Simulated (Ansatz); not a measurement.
One structure, 3 elements: CO, SnO, PbO

Plane-wave DFT in Ansatz with scalar-relativistic PAW potentials, cutoff 420 eV, Γ-centred meshes chosen by cell and gap, Gaussian smearing with energies taken to zero width. Every cell was relaxed (cell and atoms) in a run of its own, within the symmetry of its start. Functional: PBE.

All members share space group P4/nmm and the same sites; only the element on one set of sites changes (C, Sn, Pb). Members needn't be the stable form of their composition. Energies over the elements, where given, are against the elements' standard states in the same functional (H₂, N₂, O₂ and halogens uncorrected, Hg as a solid). The first member:

Space group P4/nmm:1 (No. 129). a = 3.121 Å, b = 3.121 Å, c = 3.765 Å, α = 90.00°, β = 90.00°, γ = 90.00°
```tsv
atom	site	symmetry	x	y	z
C	2c	4mm	0.0000	0.5000	0.1931
O	2a	-4m2	0.0000	0.0000	0.0000
```

| compound | V (Å³/atom) | a (Å) | c (Å) | gap on mesh (eV) | energy over elements (eV/atom) |
| --- | --- | --- | --- | --- | --- |
| CO | 9.17 | 3.121 | 3.765 | 0.00 | 1.938 |
| PbO | 22.87 | 4.057 | 5.557 | 1.77 | -1.096 |

Problem. Predict the member with Sn.

Solution. V (Å³/atom) 18.99, a (Å) 3.868, c (Å) 5.078, gap on mesh (eV) 0.51, energy over elements (eV/atom) -1.261. Interpolating linearly in period between C and Pb would give 19.45 Å³/atom (2.4 % too large), with -0.338 eV/atom over the elements. Over the whole series the volume grows at each step down the group; a gap opens only for Sn, Pb (gaps under about 0.1 eV aren't resolved; a zero can be real, or an error of the semilocal functional, which closes small gaps); binding against the elements is strongest for Sn.

Spin-orbit coupling is left out, which matters for the bands of heavy elements. Each cell of CO, PbO, SnO holds layers, and where no dispersion correction was added their binding is poorly described. Spin polarisation was left out, and a magnetic state may lie lower. For Tl, Pb and Bi spin-orbit coupling shifts energies too.